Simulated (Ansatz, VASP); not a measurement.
**Cross-check of CuI (Marshite) between VASP and Ansatz**

Wanted: the spread between two codes on one cell, functional and k mesh. The cell is taken from a series of VASP runs on this material, whose earlier steps may have relaxed, scaled or displaced it; both programs get it as it stands.

Calculated with Ansatz 0.2.0; plane waves, with VASP 6.6.1 beside it; band structure at HSE06.

### 1. Set-up

It takes space group F-43m (No. 216, cubic). Conventional cell: a = 6.063 Å, b = 6.063 Å, c = 6.063 Å, α = 90.00°, β = 90.00°, γ = 90.00°. I has 4 Cu at 2.63 Å nearest. Nearest to Cu lie 4 I at 2.63 Å. Farther neighbours and most contacts between anions are not listed.

As a file:

```cif
data_structure
_symmetry_space_group_name_H-M 'P 1'
_symmetry_Int_Tables_number 1
_cell_length_a 4.2872
_cell_length_b 4.2872
_cell_length_c 4.2872
_cell_angle_alpha 60.000
_cell_angle_beta 60.000
_cell_angle_gamma 60.000
_cell_volume 55.72
loop_
_atom_site_label
_atom_site_type_symbol
_atom_site_fract_x
_atom_site_fract_y
_atom_site_fract_z
_atom_site_occupancy
I1 I 0.00000 0.00000 0.00000 1
Cu2 Cu 0.75000 0.75000 0.75000 1
```

### 2. Ansatz: band structure, HSE06

Ansatz runs on its default PAW (the set named soft_2) files.

The same path points are solved in both programs, so levels can be compared one by one.

Input file input.yaml:

```yaml
crystal:
  lattice:
    - [0.0, 3.0315, 3.0315]
    - [3.0315, 0.0, 3.0315]
    - [3.0315, 3.0315, 0.0]
  atoms:
    - { symbol: I, position: [0.0, 0.0, 0.0] }
    - { symbol: Cu, position: [0.75, 0.75, 0.75] }
hamiltonian:
  xc: { exchange: pbe, correlation: pbe, exx: { coeff: 0.25, omega: 0.2 } }
  pseudopotentials: { kind: paw }
kpoints:
  mp_grid: { grid: [4, 4, 4] }
  band_path:
    path:
      - [0.0, 0.0, 0.0]
      - [0.5, 0.0, 0.5]
      - [0.5, 0.22222, 0.72222]
      - [0.40278, 0.34722, 0.75]
      - [0.125, 0.125, 0.25]
      - [0.27778, 0.27778, 0.27778]
      - [0.55556, 0.38889, 0.55556]
      - [0.58333, 0.25, 0.66667]
      - [0.5, 0.30556, 0.69444]
      - [0.48611, 0.48611, 0.52778]
      - [0.625, 0.25, 0.625]
      - [0.5, 0.0, 0.5]
    npoints: 1
scf:
  occupations: { method: gaussian, width: 0.03 }
  n_extra_bands: 7
output:
  forces: true
  stress: true
  eigenvalues: true
  write_density: true
  write_potential: true
  elf: true
  volumetric_format: npy
```

Command:

```
> ansatz run input.yaml --threads 4 --pin off --max-ram 9216MiB --backend cpu --events-out ev --progress --plain --runs-dir out
```

Numbers of over 12 decimals in the logs are rounded to 6 here.

The program printed:

```text
Warning: output.stress: scf.convergence.dr2_threshold = 1e-7 eV (the SCF's general default) is looser than the 2e-10 eV advised for a printed stress (1e-10 eV for each atom of the cell: 2). What an SCF threshold leaves in a stress goes as its square root, and in the free energy as the threshold itself, and one threshold admits the most on a small cell: [figures from the program's tests cut] Set scf.convergence.dr2_threshold to 2e-10 eV or tighter. The threshold is an SCF's pass mark: one that does not reach it within its budget of iterations ends unconverged, or closes short of it on a stop that the run arms, and scf.convergence.dr2_threshold's page says what that costs each kind of run
Warning: output.stress: scf.exx.energy_threshold = 1e-6 eV is looser than the 2e-8 eV advised for a stress under a hybrid functional (1e-8 eV for each atom of the cell: 2). Every SCF of the exchange loop can meet its threshold on dr2 while the loop round them stops early: no threshold on dr2 bounds what that leaves in the stress. Set scf.exx.energy_threshold to 2e-8 eV or tighter. The threshold is the loop's pass mark: a loop that does not reach it within its budget of cycles ends unconverged, and scf.exx.energy_threshold's page has the law
scf.n_extra_bands = 7 over 18 filled bands (N_el = 36.0): the run solves 25 bands
Engine: ansatz 0.2.0, aarch64-unknown-linux-gnu
Pseudopotentials: kind: paw
Pseudopotential: I, paw, valence charge 17, recommended cutoff 420 eV (normal), I.paw.azcp
Pseudopotential: Cu, paw, valence charge 19, recommended cutoff 420 eV (normal), Cu.paw.azcp
Functional definition: unnamed
  parameter a_1 = 0.25
  parameter omega_1 = 0.2/angstrom
  exchange = pbe_x + (-a_1)*pbe_x_sr(omega_1) + a_1*exact_x_sr(omega_1)
  correlation = pbe_c
Crystal: 2 atoms, lattice volume = 55.719 Å³
Basis set: ecut = 420 eV, 1067 PW (Γ), exchange–correlation on 60×60×60 points (8 copies of the dense FFT grid, shifted against one another)
Bands: 25, of which v1, the nominal top of the filled ones, is band 18 counted from 1 (17 counted from 0)
Symmetry: 24 space group operations
Space group: F-43m (ITA 216), of the structure as read, at distance tolerance 3.8e-5 Å
k-points: 8 of 64 (time reversal used)
Non-local potential: I, projectors of the file, l = 0: 2, l = 1: 2, l = 2: 2, l = 3: 2
Non-local potential: Cu, projectors of the file, l = 0: 3, l = 1: 2, l = 2: 3, l = 3: 1
PAW form: soft (Blöchl's): semilocal exchange-correlation on the pseudo side does not see the compensation charge
PAW frozen core: I, regenerated for the run's functional, and the local potential with it (the file was generated under x = pbe(κ = 0.804, μ = 0.219515), c = pbe(β = 0.066725))
PAW frozen core: Cu, regenerated for the run's functional, and the local potential with it (the file was generated under x = pbe(κ = 0.804, μ = 0.219515), c = pbe(β = 0.066725))
PAW one-centre angular grid: I, 590 points (default); XC on 96 Gauss nodes
PAW one-centre angular grid: Cu, 590 points (default); XC on 64 Gauss nodes
Initial density: superposition of atomic densities (neutral atoms: chi_scale 0, normalization atom), corrected by the library's trained network
Initial wavefunctions: pseudopotential atomic-orbital guess
Functional: x = pbe(κ = 0.804, μ = 0.219515), c = pbe(β = 0.066725), warm-up for x = pbe(κ = 0.804, μ = 0.219515) + 0.25 (exact − pbe) at short range (hse, ω = 0.2 Å⁻¹), c = pbe(β = 0.066725)
SCF iter   1: F=—  HF=-14138.332096 eV  |F-HF|=—  |Δ(HF+E_count)|=         —  Δρ=7.34e-4  dr2=1.81e-4  ethr=1.77e-3  ⟨swp⟩=12.0  Hψ=988  notcnv=0
preconditioner: auto → none  [insulator: Δε(μ)=1.128 eV  Ē_g=11.145 eV  σ=0.030 eV  W_gap=1.00  n_scr=14 (ndim 8)  ℏωp=21.1 eV  f_vac=0.179  D(μ)=0.00/eV (n_scr^D=0)]
SCF iter   2: F=-14138.332298 eV  HF=-14138.332407 eV  |F-HF|=1.10e-4  |Δ(HF+E_count)|=   3.12e-4  Δρ=4.64e-4  dr2=8.35e-5  ethr=5.01e-7  ⟨swp⟩=4.5  Hψ=716  notcnv=0  defer=2
SCF 1 stopped early in 2 iterations: F = -14138.332298 eV  dr2 = 8.35e-5
  greatest PAW one-centre occupation: 1.000 electrons in one spin orbital (limit 2), on the Cu atom at site 1 (counted from 0), in its partial waves of l = 0
Initial density: handed on by an earlier stage of this run
Initial wavefunctions: those handed on with the density
Functional: x = pbe(κ = 0.804, μ = 0.219515) + 0.25 (exact − pbe) at short range (hse, ω = 0.2 Å⁻¹), c = pbe(β = 0.066725)
Exchange kernel: α = 0.2500, screened, ω = 0.2000 Å⁻¹, Wigner–Seitz truncation, v(0) = 1113.6238 eV·Å³, q-mesh 4×4×4, nearest image of the exchange supercell L = 17.15 Å, pair-density grid 18×18×18, without the augmentation charges, whose exchange is taken in its separable form by FFT convolution over the k-point mesh (sized by the pseudopotential files, 24×24×24 at the most), smooth part of the exact exchange by density-matrix convolution
Frozen-core exchange: fock
SCF iter   1: F=—  HF=-14142.497494 eV  |F-HF|=—  |Δ(HF+E_count)|=         —  Δρ=3.21e-2  dr2=3.88e-1  ethr=2.32e-6  ⟨swp⟩=6.0  Hψ=914  notcnv=0
preconditioner: auto → none  [insulator: Δε(μ)=2.881 eV  Ē_g=13.438 eV  σ=0.030 eV  W_gap=1.00  n_scr=14 (ndim 8)  ℏωp=21.1 eV  f_vac=0.179  D(μ)=0.00/eV (n_scr^D=0)]
SCF iter   2: F=—  HF=-14142.508523 eV  |F-HF|=—  |Δ(HF+E_count)|=   1.10e-2  Δρ=2.71e-2  dr2=2.89e-1  ethr=2.32e-6  ⟨swp⟩=5.5  Hψ=749  notcnv=0
SCF iter   3: F=—  HF=-14142.418604 eV  |F-HF|=—  |Δ(HF+E_count)|=   8.99e-2  Δρ=5.74e-3  dr2=1.39e-2  ethr=2.32e-6  ⟨swp⟩=5.1  Hψ=712  notcnv=0
SCF iter   4: F=—  HF=-14142.430977 eV  |F-HF|=—  |Δ(HF+E_count)|=   1.24e-2  Δρ=2.82e-3  dr2=3.10e-3  ethr=2.32e-6  ⟨swp⟩=4.1  Hψ=569  notcnv=0
iter 5 solved again at ethr=3.43e-8 eV; its pass at ethr=2.32e-6 eV (dr2=1.24e-5 eV) is discarded
SCF iter   5: F=—  HF=-14142.430414 eV  |F-HF|=—  |Δ(HF+E_count)|=   5.63e-4  Δρ=1.58e-4  dr2=3.89e-5  ethr=3.43e-8  ⟨swp⟩=3.2  Hψ=840  notcnv=0
SCF iter   6: F=—  HF=-14142.430634 eV  |F-HF|=—  |Δ(HF+E_count)|=   2.20e-4  Δρ=2.21e-4  dr2=3.07e-5  ethr=3.42e-8  ⟨swp⟩=4.1  Hψ=537  notcnv=0  defer=1
SCF iter   7: F=-14142.430624 eV  HF=-14142.430624 eV  |F-HF|=2.99e-7  |Δ(HF+E_count)|=   1.05e-5  Δρ=2.56e-5  dr2=1.14e-6  ethr=3.42e-8  ⟨swp⟩=4.0  Hψ=432  notcnv=0
SCF 2 stopped early in 7 iterations: F = -14142.430624 eV  dr2 = 1.14e-6
  greatest PAW one-centre occupation: 1.000 electrons in one spin orbital (limit 2), on the Cu atom at site 1 (counted from 0), in its partial waves of l = 1
hybrid outer 1: dexx = +1.528e-2 eV, tail = 9.14e-5 eV
Exchange kernel: α = 0.2500, screened, ω = 0.2000 Å⁻¹, Wigner–Seitz truncation, v(0) = 1113.6238 eV·Å³, q-mesh 4×4×4, nearest image of the exchange supercell L = 17.15 Å, pair-density grid 18×18×18, without the augmentation charges, whose exchange is taken in its separable form by FFT convolution over the k-point mesh (sized by the pseudopotential files, 24×24×24 at the most), smooth part of the exact exchange by density-matrix convolution
Frozen-core exchange: fock
SCF iter   1: F=—  HF=-14142.430453 eV  |F-HF|=—  |Δ(HF+E_count)|=         —  Δρ=1.22e-4  dr2=5.41e-6  ethr=1.27e-6  ⟨swp⟩=4.6  Hψ=460  notcnv=0
preconditioner: auto → none  [insulator: Δε(μ)=2.664 eV  Ē_g=13.066 eV  σ=0.030 eV  W_gap=1.00  n_scr=14 (ndim 8)  ℏωp=21.1 eV  f_vac=0.185  D(μ)=0.00/eV (n_scr^D=0)]
SCF iter   2: F=—  HF=-14142.430453 eV  |F-HF|=—  |Δ(HF+E_count)|=   6.14e-8  Δρ=2.07e-5  dr2=1.62e-7  ethr=1.11e-8  ⟨swp⟩=4.0  Hψ=510  notcnv=0
SCF iter   3: F=—  HF=-14142.430454 eV  |F-HF|=—  |Δ(HF+E_count)|=   3.70e-7  Δρ=7.62e-6  dr2=5.29e-8  ethr=2.89e-10  ⟨swp⟩=4.0  Hψ=528  notcnv=0  defer=1
SCF iter   4: F=-14142.430454 eV  HF=-14142.430454 eV  |F-HF|=4.73e-9  |Δ(HF+E_count)|=   1.76e-8  Δρ=2.20e-6  dr2=3.05e-9  ethr=1.23e-10  ⟨swp⟩=3.1  Hψ=391  notcnv=0  defer=1
SCF 3 converged in 4 iterations: F = -14142.430454 eV  dr2 = 3.05e-9
  Residual-converged pass: ⟨swp⟩=3.1  Hψ=452  notcnv=0  max |occ|·‖R‖ = 2.4e-6 eV (tolerance 2.4e-6 eV)  dr2=3.10e-9  dr2_onsite=4.33e-9  max |Δocc| = 0.0e0
hybrid outer 2: dexx = +5.042e-7 eV, tail = 6.80e-8 eV, Δε = 6.43e-3 eV (about 2.73e-4 eV left of the loop's levels)
NSCF: frozen V_eff on 12 k-points
hybrid SCF converged: 2 outer / 11 inner (+2 warm-up), last move |dexx| = 5.04e-7 eV, tail = 6.80e-8 eV
Stability not checked: this state was not tested for a lower state beside it, because the functional holds exact exchange (a hybrid, or Hartree-Fock), whose exchange loop this test does not read (fock_operator; see scf.lower_state_search)
Free energy (F): -14142.430454 eV
Frozen-core exchange: fock
Harris-Foulkes:  -14142.430454 eV  (|F-HF|=4.73e-9)
Internal energy: -14142.430454 eV  (E = F + TS)
E sigma→0 (E₀):  -14142.430454 eV
Fermi energy:    8.498464 eV
--- Per-component energies (eV) ---
  E_band       = -960.866491
  E_kinetic    = 490.127326
  E_local      = -7649.733625  (includes V_loc(G=0)·N_el)
  E_nonlocal   = 324.549713
  E_hartree    = 3567.758666
  E_xc         = -172.602493
  E_vxc        = -191.794284  (∫ρ·V_xc dr)
  E_exx        = -160.398008  (= α·E_x^exact, valence–valence)
  E_paw        = -6387.418153  (= ΣΔE_a)
  E_vpaw       = -748.742750  (= ΣTr[D̂ρ^β])
  E_aug_tail   = 0.000302  (compensation charges beyond the density's cutoff)
  E_ewald      = -4154.131452
  E_core_change = -0.582723  (= ΣΔE_core)
  E_smearing   = -0.000000  (= −TS)
  E_closure    = -0.000007  (closes the sum)
  Σ components = -14142.430454   (vs F -14142.430454, Δ=1.82e-12)
--- Forces (eV/Å), atoms counted from 1 ---
  atom   1  I     -0.00000000     0.00000000     0.00000000
  atom   2  Cu     0.00000000     0.00000000    -0.00000000
  max |Σ_I F_I| component: 4.39e-17 eV/Å
--- Stress (GPa, compression-positive) ---
        0.797585       0.000000       0.000000
        0.000000       0.797585       0.000000
        0.000000       0.000000       0.797585
  P = ⅓ Tr σ = 0.7976 GPa (7.976 kbar)
--- Band table (eV; the first three rows and the last of 8) ---
  k-point 0: bands = [... 14 lower, 4.6705, 7.1661, 7.1661, 7.1661, 9.8304, 13.5300, 13.5300, 13.5300, ... 3 higher]
  k-point 1: bands = [... 14 lower, 4.6613, 5.5027, 6.7320, 6.7320, 10.9679, 14.1070, 14.1070, 14.1238, ... 3 higher]
  k-point 2: bands = [... 14 lower, 4.6937, 4.7464, 6.3321, 6.3321, 10.8164, 14.0339, 14.0339, 16.0023, ... 3 higher]
  k-point 7: bands = [... 14 lower, 4.7730, 4.7827, 4.9131, 5.4709, 13.0959, 13.3581, 14.7452, 14.9300, ... 3 higher]
```

The job ended after 23 s (4 threads of Arm Neoverse V1, shared host; peak memory 0.8 GiB).

### 3. VASP: band structure, HSE06

The same cell, functional, mesh and smearing now go to VASP, with its own data sets and cutoff.

Lines of VASP's logs that name or quote its potential files are left out, and so is its time.

The run reads the wave functions of an earlier VASP run, which isn't shown here.

Input file INCAR:

```
SYSTEM = CuI
PREC = Accurate
ENCUT = 350
EDIFF = 1E-06
NELM = 100
ISMEAR = 0
SIGMA = 0.03
LREAL = .FALSE.
ALGO = Normal
LHFCALC = .TRUE.
AEXX = 0.25
GGA = PE
HFSCREEN = 0.2
LASPH = .TRUE.
NBANDS = 15
PRECFOCK = Fast
LORBIT = 11
LWAVE = .FALSE.
LCHARG = .FALSE.
KPAR = 4
```

Input file POSCAR:

```
CuI
1.0
    0.0000000000      3.0315000000      3.0315000000
    3.0315000000      0.0000000000      3.0315000000
    3.0315000000      3.0315000000      0.0000000000
I Cu
1 1
Direct
    0.0000000000      0.0000000000      0.0000000000
    0.7500000000      0.7500000000      0.7500000000
```

Input file KPOINTS:

```
Automatic mesh
0
Gamma
4 4 4
0 0 0
```

Input file KPOINTS_OPT:

```
Line mode
10
Line-mode
Reciprocal
  0.00000000   0.00000000   0.00000000 GAMMA
  0.50000000   0.00000000   0.50000000 X

  0.50000000   0.00000000   0.50000000 X
  0.50000000   0.25000000   0.75000000 W

  0.50000000   0.25000000   0.75000000 W
  0.37500000   0.37500000   0.75000000 K

  0.37500000   0.37500000   0.75000000 K
  0.00000000   0.00000000   0.00000000 GAMMA

  0.00000000   0.00000000   0.00000000 GAMMA
  0.50000000   0.50000000   0.50000000 L

  0.50000000   0.50000000   0.50000000 L
  0.62500000   0.25000000   0.62500000 U

  0.62500000   0.25000000   0.62500000 U
  0.50000000   0.25000000   0.75000000 W

  0.50000000   0.25000000   0.75000000 W
  0.50000000   0.50000000   0.50000000 L

  0.50000000   0.50000000   0.50000000 L
  0.37500000   0.37500000   0.75000000 K

  0.62500000   0.25000000   0.62500000 U
  0.50000000   0.00000000   0.50000000 X
```

PAW data sets: I and Cu (PBE family, release 64).

Command:

```
> mpirun -np 4 vasp_std
```

The program printed:

```text
[banner, memory and clock lines left out]
running    4 mpi-ranks, on    1 nodes
 distrk:  each k-point on    1 cores,    4 groups
 distr:  one band on    1 cores,    1 groups

 POSCAR found type information on POSCAR I Cu
 POSCAR found :  2 types and       2 ions
 LDA part: xc-table for (Slater+PW92), standard interpolation
 found WAVECAR, reading the header
 POSCAR, INCAR and KPOINTS ok, starting setup
 FFT: planning ... GRIDC
 FFT: planning ... GRID_SOFT
 FFT: planning ... GRID
 reading WAVECAR
 the WAVECAR file was read successfully
 initial charge from wavefunction
 entering main loop
       N       E                     dE             d eps       ncg     rms          rms(c)
DAV:   1    -0.656111301976E+01   -0.65611E+01   -0.13527E+00   318   0.404E+01    0.344E+00
DAV:   2    -0.643240600613E+01    0.12871E+00   -0.93231E-01   303   0.362E+01    0.314E+00
DAV:   3    -0.644865063900E+01   -0.16245E-01   -0.47934E-02   360   0.245E+00    0.215E+00
DAV:   4    -0.644678947658E+01    0.18612E-02   -0.10463E-02   311   0.378E+00    0.132E+00
DAV:   5    -0.644677853541E+01    0.10941E-04   -0.24231E-03   374   0.947E-01    0.919E-01
DAV:   6    -0.644675217509E+01    0.26360E-04   -0.15199E-04   378   0.298E-01    0.547E-01
DAV:   7    -0.644673703313E+01    0.15142E-04   -0.30238E-05   388   0.155E-01    0.309E-01
DAV:   8    -0.644673579450E+01    0.12386E-05   -0.60321E-06   275   0.169E-02    0.178E-01
DAV:   9    -0.644673679137E+01   -0.99688E-06   -0.23218E-06   296   0.232E-02
   1 F= -.64467368E+01 E0= -.64467368E+01  d E =-.217743E-25
 Start KPOINTS_OPT (optional k-point list driver)
k-point batch [1-8\100]
       N       E                     dE             ncg
DAV:   1     0.919492901945E+03   -0.39100E+03      240
DAV:   2     0.229794664135E+02   -0.89651E+03      254
DAV:   3    -0.489427271479E+02   -0.71922E+02      296
DAV:   4    -0.516848241168E+02   -0.27421E+01      311
DAV:   5    -0.517675003025E+02   -0.82676E-01      379
DAV:   6    -0.517692230909E+02   -0.17228E-02      340
DAV:   7    -0.517692433254E+02   -0.20235E-04      357
DAV:   8    -0.517692435452E+02   -0.21976E-06      253
[...]
k-point batch [97-100\100]
       N       E                     dE             ncg
DAV:   1     0.225560916596E+04   -0.15455E+04      120
DAV:   2     0.183797643978E+04   -0.41763E+03      120
DAV:   3     0.181359162907E+04   -0.24385E+02      155
DAV:   4     0.181288012076E+04   -0.71151E+00      169
DAV:   5     0.181285296795E+04   -0.27153E-01      200
DAV:   6     0.181285229609E+04   -0.67186E-03      184
DAV:   7     0.181285228745E+04   -0.86357E-05      200
DAV:   8     0.181285228736E+04   -0.92250E-07      144
```

[end of part 1 of 2]

[Lines on the potential files, build, host, timing and source positions are cut from VASP's logs without a mark.]

[Logs are printed without paths, hosts, clocks, repeated set-up lines and the standing remarks that a program may print on its own settings, such as how far it seeks lower states.]

[Hosts, paths, dates, database ids (printed as entryN), source tags and the programs' standing remarks are cut or masked in the printed files.]
